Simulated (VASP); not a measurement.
# CdS: electric field gradients, by functional and GGA

CdS, P6_3mc (no. 186), 4 atoms in the cell.

| Functional | GGA | LASPH | Vzz of the first element (V/Å²) | Vzz of the second element (V/Å²) | Time (s) |
|---|---|---|---|---|---|
| LDA | CA | T | -4.21 | 0.89 | 12 |
| PBE | PE | T | -4.00 | 1.06 | 13 |
| PBEsol | PS | T | -4.04 | 1.06 | 15 |
| RPBE | RP | T | -3.94 | 1.18 | 14 |
| r2SCAN | default | T | -3.90 | 1.05 | 78 |
| SCAN | default | T | -3.99 | 1.02 | 90 |
| TPSS | default | T | -3.85 | 1.42 | 64 |
| PBE | PE | F | -3.99 | 1.05 | 12 |

## Input of the first row

INCAR:
```
GGA      = CA             # functional
PREC     = Accurate       # precision mode
ENCUT    = 450            # plane-wave cutoff, eV
EDIFF    = 1E-7           # SCF threshold, eV
LREAL    = F              # projectors in reciprocal space
LASPH    = T              # aspherical terms in the spheres
ALGO     = Normal         # electronic algorithm
NELM     = 120            # most SCF steps
LWAVE    = F              # write WAVECAR
LCHARG   = F              # write CHGCAR
ISMEAR   = 0              # smearing method
SIGMA    = 0.02           # smearing width, eV
KPAR     = 4            
LEFG     = T            
QUAD_EFG = 0 -67.8       
```

KPOINTS:
```
k-points
0
Gamma
  7 7 4
```

POSCAR:
```
CdS
1.0
    4.1500000000      0.0000000000      0.0000000000
   -2.0750000000      3.5940054257      0.0000000000
    0.0000000000      0.0000000000      6.7370000000
Cd S
2 2
Direct
    0.6666666667      0.3333333333      0.5000000000
    0.3333333333      0.6666666667      0.0000000000
    0.6666666667      0.3333333333      0.8750000000
    0.3333333333      0.6666666667      0.3750000000
```

Commands:
```
cat potpaw_LDA.64/Cd/POTCAR potpaw_LDA.64/S/POTCAR > POTCAR
mpirun -np 4 vasp_std > vasp.out
```

Changes of the last row against the first:
```
- GGA = CA
- LASPH = True
+ GGA = PE
+ LASPH = False
- cat potpaw_LDA.64/Cd/POTCAR potpaw_LDA.64/S/POTCAR > POTCAR
+ cat potpaw_PBE.64/Cd/POTCAR potpaw_PBE.64/S/POTCAR > POTCAR
```

VASP 6.6.1 took 12 s on 4 cores (AMD EPYC 7R13 (Zen 3)), a shared host.
